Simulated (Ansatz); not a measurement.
Input and command of a calculation in Ansatz (plane waves; scalar-relativistic PAW potentials unless the input names others):

```yaml
crystal:
  lattice:
    - [2.4649634462, 0.0, 0.0]
    - [-1.2324817231, 2.1347209638, 0.0]
    - [0.0, 0.0, 6.7405386541]
  atoms:
    - { symbol: C, position: [0.0, 0.0, 0.0025000114] }
    - { symbol: C, position: [0.0, 0.0, 0.5025000114] }
    - { symbol: C, position: [0.3333333333, 0.6666666667, 0.0024999886] }
    - { symbol: C, position: [0.6666666667, 0.3333333333, 0.5024999886] }
basis:
  ecutwfc: "44.1 Ry"
kpoints:
  mp_grid: { grid: [5, 5, 2] }
hamiltonian:
  xc: pbe
  dispersion: d3bj
scf:
  occupations: { method: gaussian, width: 0.1 }
  n_extra_bands: 1
output:
  forces: true
  eigenvalues: true
  stress: true
```

```bash
ansatz run input.yaml --threads 2 --pin off --max-ram 6144MiB --backend cpu --events-out ev --progress --plain --runs-dir out
```

Abridged log:
```
scf.n_extra_bands = 1 over 8 filled bands (N_el = 16.0): the run solves 9 bands
Pseudopotentials: kind: paw
Pseudopotential: C, paw, valence charge 4, recommended cutoff 420 eV (normal)
Functional definition: PBE
Crystal: 4 atoms, lattice volume = 35.469 Å³
Basis set: ecut = 600.01106672 eV, 1167 PW (Γ), exchange–correlation on 40×40×108 points (8 copies of the dense FFT grid, shifted against one another)
Bands: 9, of which v1, the nominal top of the filled ones, is band 8 counted from 1 (7 counted from 0)
Symmetry: 24 space group operations
Space group: P63/mmc (ITA 194), of the structure as read, at distance tolerance 3.3e-5 Å
k-points: 10 of 50
Initial density: superposition of atomic densities (neutral atoms: chi_scale 0, normalization atom), corrected by the library's trained network
Initial wavefunctions: pseudopotential atomic-orbital guess
Functional: x = pbe(κ = 0.804, μ = 0.21951497), c = pbe(β = 0.06672455)
SCF iter   1: F=—  HF=-1004.315601 eV  |F-HF|=—  |Δ(HF+E_count)|=         —  Δρ=2.98e-3  dr2=2.55e-3  ethr=1.77e-3  ⟨swp⟩=4.9  Hψ=562  notcnv=0
SCF iter   2: F=—  HF=-1004.315489 eV  |F-HF|=—  |Δ(HF+E_count)|=   1.12e-4  Δρ=1.17e-3  dr2=2.32e-4  ethr=1.60e-5  ⟨swp⟩=2.5  Hψ=248  notcnv=0
SCF iter   3: F=—  HF=-1004.315680 eV  |F-HF|=—  |Δ(HF+E_count)|=   1.92e-4  Δρ=5.20e-4  dr2=5.40e-5  ethr=1.45e-6  ⟨swp⟩=2.0  Hψ=170  notcnv=0
SCF iter   4: F=—  HF=-1004.315670 eV  |F-HF|=—  |Δ(HF+E_count)|=   1.07e-5  Δρ=2.03e-4  dr2=3.12e-6  ethr=3.37e-7  ⟨swp⟩=2.0  Hψ=166  notcnv=0
SCF iter   5: F=-1004.315683 eV  HF=-1004.315683 eV  |F-HF|=1.24e-7  |Δ(HF+E_count)|=   1.33e-5  Δρ=1.68e-5  dr2=2.79e-8  ethr=1.95e-8  ⟨swp⟩=2.1  Hψ=170  notcnv=0
SCF iter   6: F=-1004.315683 eV  HF=-1004.315683 eV  |F-HF|=1.05e-9  |Δ(HF+E_count)|=   1.32e-7  Δρ=2.44e-6  dr2=9.21e-10  ethr=1.74e-10  ⟨swp⟩=2.6  Hψ=396  notcnv=0
SCF 1 converged in 6 iterations: F = -1004.315683 eV  dr2 = 9.21e-10
SCF converged after 6 iterations
Free energy (F): -1004.315683 eV
Harris-Foulkes:  -1004.315683 eV  (|F-HF|=1.05e-9)
Internal energy: -1004.315683 eV  (E = F + TS)
E sigma→0 (E₀):  -1004.315683 eV
Fermi energy:    6.957020 eV
  E_disp       = -0.622078  (pairwise vdW)
--- Forces (eV/Å), atoms counted from 1 ---
  atom   1  C      0.00000000     0.00000000     0.00000000
  atom   2  C      0.00000000     0.00000000     0.00000000
  atom   3  C      0.00000000     0.00000000     0.00000000
  atom   4  C      0.00000000     0.00000000     0.00000000
--- Stress (GPa, compression-positive) ---
        0.416105       0.000000       0.000000
        0.000000       0.416105       0.000000
        0.000000       0.000000      -0.567029
  P = ⅓ Tr σ = 0.0884 GPa (0.884 kbar)
```

Apart from outputs, the input differs from a reference run on usual settings in kpoints.mp_grid.grid: [15, 15, 5] → [5, 5, 2]; basis.ecutwfc: 420 → "44.1 Ry"; scf.n_extra_bands: not typed → 1. The reference, at the same geometry, gave pressure 0.00 GPa, largest force 0.000 eV/Å, no gap on the mesh. This run converged in 6 SCF iterations (reference: 6) with an energy at zero smearing 5.49 meV/atom above the reference's, pressure 0.09 GPa, largest force 0.000 eV/Å, gap on the mesh 2.54 eV. Its k mesh is looser than usual, and the result moved.